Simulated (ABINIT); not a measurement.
# TePb (Fm-3m): phonons by linear response, part 4 of 4

How does TePb (Fm-3m) vibrate, and is this structure a minimum?

ABINIT 10.8.3; DFT LDA, scalar-relativistic, plane waves, PseudoDojo norm-conserving pseudopotentials.

So far, highest frequency (cm⁻¹): step 10 (dispersion) 109. The relaxed cell has a = 6.382 Å (conventional setting).

### 11. Sums over the zone

Sums over the zone need many more wavevectors than were solved, so the interpolation is sampled on a dense mesh.

The input, anaddb.abi:

```
ddb_filepath "all_DDB"
output_file "anaddb.abo"
outdata_prefix "anaddb"
ifcflag 1
ngqpt 2 2 2
nqshft 1
q1shft 0.0 0.0 0.0
asr 1
chneut 1
dipdip 1
dipquad 0
quadquad 0
prtdos 2
ng2qpt 12 12 12
dosdeltae 4.5563e-06
ntemper 11
temperinc 100.0
tempermin 0.0
```

Started as:

```sh
OMP_NUM_THREADS=1 anaddb anaddb.abi > anaddb.log
```

anaddb.abo, the main output file:

```text
-outvars_anaddb: echo values of input variables ----------------------

 Flags :
     ifcflag         1
 Miscellaneous information :
         asr         1
 Interatomic Force Constants Inputs :
      dipdip         1
     dipquad         0
    quadquad         0
      ifcana         0
      ifcout         0
 Description of grid 1 :
        brav         1
       ngqpt         2         2         2
      nqshft         1
      q1shft
                     0.00000000E+00  0.00000000E+00  0.00000000E+00
 Phonon DOS information :
   dosdeltae  4.55630000E-06
    dossmear  4.55633525E-06
 Description of grid 2 (Fourier interp. or BZ sampling):
      ng2qpt        12        12        12
      ngrids         4
      q2shft         0.00000000E+00  0.00000000E+00  0.00000000E+00

================================================================================

 read the DDB information and perform some checks

  ==== Info on the Cryst% object ====
 Real(R)+Recip(G) space primitive vectors, cartesian coordinates (Bohr,Bohr^-1):
 R(1)=  0.0000000  6.0300482  6.0300482  G(1)= -0.0829181  0.0829181  0.0829181
 R(2)=  6.0300482  0.0000000  6.0300482  G(2)=  0.0829181 -0.0829181  0.0829181
 R(3)=  6.0300482  6.0300482  0.0000000  G(3)=  0.0829181  0.0829181 -0.0829181
 Unit cell volume ucvol=  4.3852297E+02 bohr^3
 Angles (23,13,12)=  6.00000000E+01  6.00000000E+01  6.00000000E+01 degrees
 Time-reversal symmetry is present
 Reduced atomic positions [iatom, xred, symbol]:
    1)    0.5000000  0.5000000  0.5000000  Te
    2)    0.0000000  0.0000000  0.0000000  Pb

 DDB file with 3 blocks has been read.

================================================================================

 Dielectric Tensor and Effective Charges

 anaddb : Zero the imaginary part of the Dynamical Matrix at Gamma,
   and impose the ASR on the effective charges

 The violation of the charge neutrality conditions
 by the effective charges is as follows :
    atom        electric field
 displacement     direction
       1               1       -0.045998        0.000000
       1               2        0.000000        0.000000
       1               3        0.000000        0.000000
       2               1        0.000000        0.000000
       2               2       -0.045998        0.000000
       2               3       -0.000000        0.000000
       3               1       -0.000000        0.000000
       3               2       -0.000000        0.000000
       3               3       -0.045998        0.000000

 Effective charge tensors after
 imposition of the charge neutrality (if requested by user),
 and eventual restriction to some part :
   atom    displacement
         1         1   -5.650144E+00    5.345271E-16    5.329869E-16
         1         2    5.345271E-16   -5.650144E+00   -5.360674E-16
         1         3   -5.345271E-16   -5.345271E-16   -5.650144E+00
         2         1    5.650144E+00   -5.345271E-16   -5.329869E-16
         2         2   -5.345271E-16    5.650144E+00    5.360674E-16
         2         3    5.345271E-16    5.345271E-16    5.650144E+00
 Now, the imaginary part of the dynamical matrix is zeroed

================================================================================

 Calculation of the interatomic forces

       Homogeneous q point set in the B.Z.
 Grid q points  :        8
  1)   0.00000000E+00  0.00000000E+00  0.00000000E+00
  2)   5.00000000E-01  0.00000000E+00  0.00000000E+00
  3)   0.00000000E+00  5.00000000E-01  0.00000000E+00
  4)   5.00000000E-01  5.00000000E-01  0.00000000E+00
  5)   0.00000000E+00  0.00000000E+00  5.00000000E-01
  6)   5.00000000E-01  0.00000000E+00  5.00000000E-01
  7)   0.00000000E+00  5.00000000E-01  5.00000000E-01
  8)   5.00000000E-01  5.00000000E-01  5.00000000E-01

 The interatomic forces have been obtained

================================================================================

 Calculation of phonon density of states

 Average speed of sound partial sums:     0.1116518990E-02 (at units)
-                                   =           2.4426 [km/s]

 Debye frequency from partial sums:     0.5728210758E-03 (Ha)
-                                 =     0.3768981621E+01 (THz)
-Debye temperature from partial sums:     0.1808825894E+03 (K)

 Average speed of sound:     0.1391215790E-02 (at units)
-                      =           3.0436 [km/s]

 Debye frequency from DOS:     0.7137520566E-03 (Ha)
-                        =     0.4696262930E+01 (THz)
-Debye temperature from DOS:     0.2253850734E+03 (K)

-
```

Run time: 5.1 s. Hardware: 1 thread of Arm Neoverse V2, shared host.

Read from the output:

```
share of modes beyond 3i cm⁻¹ on the dense interpolated mesh : 0
zero-point energy per atom                                   : 13.2 meV
heat capacity at 300 K                                       : 24.68 J/(mol atoms K)
vibrational entropy at 300 K                                 : 53.26 J/(mol atoms K)
```

Tetrahedra. Phonon density of states against wavenumber; read off at these points:

```
wavenumber (cm⁻¹)  phonon density of states (1/cm⁻¹/cell)
              0.0                                       0
              5.0                                  4.0e-5
             10.0                                  1.6e-4
             15.0                                  3.5e-4
             20.0                                 0.00232
             25.0                                 0.00312
             30.0                                  0.0109
             35.0                                  0.0273
             40.0                                  0.0619
             45.0                                   0.132
             47.0                                   0.144
             50.0                                   0.115
             55.0                                  0.0869
             60.0                                  0.0343
             65.0                                  0.0394
             70.0                                  0.0433
             75.0                                  0.0503
             80.0                                  0.0780
             85.0                                   0.119
             90.0                                   0.163
             91.0                                   0.172
             95.0                                   0.133
            100.0                                  0.0699
            105.0                                  0.0307
            110.0                                       0
```

Harmonic thermodynamic functions per atom, summed over the density of states scaled to three modes an atom; melting is ignored. Thermodynamic functions:

```
T (K)  F_vib (meV/atom)  S (J/mol-atom/K)  C_V (J/mol-atom/K)
    0              13.2                 0                   0
   50              10.9             12.58               17.68
  100               0.4             26.87               22.74
  200            -36.85             43.31               24.36
  300            -87.23             53.26               24.68
  400            -146.3             60.38                24.8
  500            -211.8             65.92               24.85
  600            -282.6             70.45               24.88
  700            -357.6             74.29               24.89
  800            -436.4             77.61               24.91
  900            -518.4             80.55               24.91
 1000            -603.2             83.17               24.92
```

At 300 K the heat capacity has reached 99 % of the Dulong-Petit value.

### 12. Results

- space group after relaxation: Fm-3m
- volume per atom: 32.5 Å³
- highest optical zone-centre mode (no LO-TO term): 36.2 cm⁻¹
- highest mode moved by the LO-TO term: 98.7 cm⁻¹
- mean high-frequency dielectric constant: 36.3
- largest Born charge in size (third of the trace): 5.67 e
- mean static dielectric constant: 270.0
- q mesh: 2×2×2
- lowest mode on the q mesh (acoustic ones at the zone centre apart): 23.9 cm⁻¹
- zero-point energy per atom: 13.2 meV
- heat capacity at 300 K: 24.7 J/(mol atoms K)
- vibrational entropy at 300 K: 53.3 J/(mol atoms K)
- imaginary modes on the q mesh: none

In words: TePb (Fm-3m) is dynamically stable on the 2×2×2 mesh; its spectrum reaches 109 cm⁻¹. At the LDA level the optical modes of TePb (Fm-3m) at the zone centre (no LO-TO term) lie at 36 cm⁻¹. The base run prints -0.31 GPa, mostly the error of a finite basis; the relaxation, with a smoothed and higher cutoff, had brought the cell to rest. Along the directions run, the highest mode that the macroscopic field moves lies at 99 cm⁻¹. Lattice motion raises the mean dielectric constant from 36.33 to 270.0. The Born charge of Te is -5.673 e against a formal charge of -2: displacements drive charge along the bonds, a mark of mixed ionic and covalent bonding and of large LO-TO splittings. The Lyddane-Sachs-Teller relation holds: (ωLO/ωTO)² is 7.43 and ε₀/ε∞ is 7.43. These are harmonic frequencies at zero temperature: anharmonic shifts and linewidths and thermal expansion are left out. Spin-orbit coupling is left out, which can matter for the heavy elements here.

Calculation against experiment:

```
                         quantity  measured  LDA PseudoDojo norm-conserving, ABINIT
           lattice constant a (Å)    6.4397                          6.382 (-0.9 %)
infrared mode, TO at Gamma (cm⁻¹)        18                           36 (+101.1 %)
```

Measured values from arxiv:1709.02863 (2017) and arxiv:0808.3152 (2008).

Verdict: The lattice constant a is off by -0.9 %: fair agreement. The infrared mode is off by +101.1 %: a clear miss. The grades are ours: good and fair within 0.7 and 1.5 % for the lattice constant a and 3 and 7 % for the infrared mode. For lattice constants and infrared mode the calculation has a static lattice, without zero-point motion or thermal expansion (measured at up to 125 K).

[Host names and launcher messages were left out of these logs when they were recorded.]

[Logs are printed without paths, hosts, clocks, repeated set-up lines and the standing remarks that a program may print on its own settings, such as how far it seeks lower states.]

[Hosts, paths, dates, database ids (printed as entryN), source tags and the programs' standing remarks are cut or masked in the printed files.]
